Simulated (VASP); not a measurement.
Wanted: the native input for a VASP 6.6.1 run.

```yaml
Task: core levels
Functional: PBE
Potentials_or_basis: VASP PAW PBE potentials, release 64 (Ba_sv, Ti_sv, O)
Cutoff: 520 eV
k_mesh: 7 × 7 × 7
Occupations: gaussian, width 0.02 eV
Spin: no spin polarisation
Further_INCAR_settings: ALGO = Normal; EDIFF = 1e-06
```

The structure of BaTiO3 lies in POSCAR:

```
BaTiO3
1.0
    2.8273666084      1.6323808724      2.3183934932
   -2.8273666084      1.6323808724      2.3183934932
    0.0000000000     -3.2647617449      2.3183934932
Ba Ti O
1 1 3
Direct
    0.0000000000      0.0000000000      0.0000000000
    0.4845000000      0.4845000000      0.4845000000
    0.5086000000      0.0175000000      0.5086000000
    0.0175000000      0.5086000000      0.5086000000
    0.5086000000      0.5086000000      0.0175000000
```

One way to write it, as run:

INCAR

```
  ALGO = Normal
  EDIFF = 1E-6
  ENCUT = 520
  GGA = PE
  ICORELEVEL = 1
  ISIF = 2
  ISMEAR = 0
  LASPH = True
  LCHARG = False
  LREAL = False
  LWAVE = False
  NELM = 80
  PREC = Accurate
  SIGMA = 0.02
```

KPOINTS

```
k-points
0
Gamma
  7 7 7
```

Potentials or basis: VASP PAW PBE potentials, release 64 (Ba_sv, Ti_sv, O).

Run with:

```bash
$ cat potpaw_PBE.64/Ba_sv/POTCAR potpaw_PBE.64/Ti_sv/POTCAR potpaw_PBE.64/O/POTCAR > POTCAR
$ mpirun -np 1 vasp_std > vasp.out
```

Results of the run:

The pressure is 6.8 GPa, the largest force is 0.213 eV/Å and the band gap on the k mesh is 2.44 eV, indirect (least direct gap 2.78 eV).

Caveat: spin-orbit coupling is left out, which moves the levels of the heavy elements; an odd mesh through Γ misses points on the zone boundary, where band edges often lie.

Run time: 46 s on 1 thread of Intel(R) Xeon(R) 6975P-C (Granite Rapids) (shared host), peak memory 0.22 GiB.
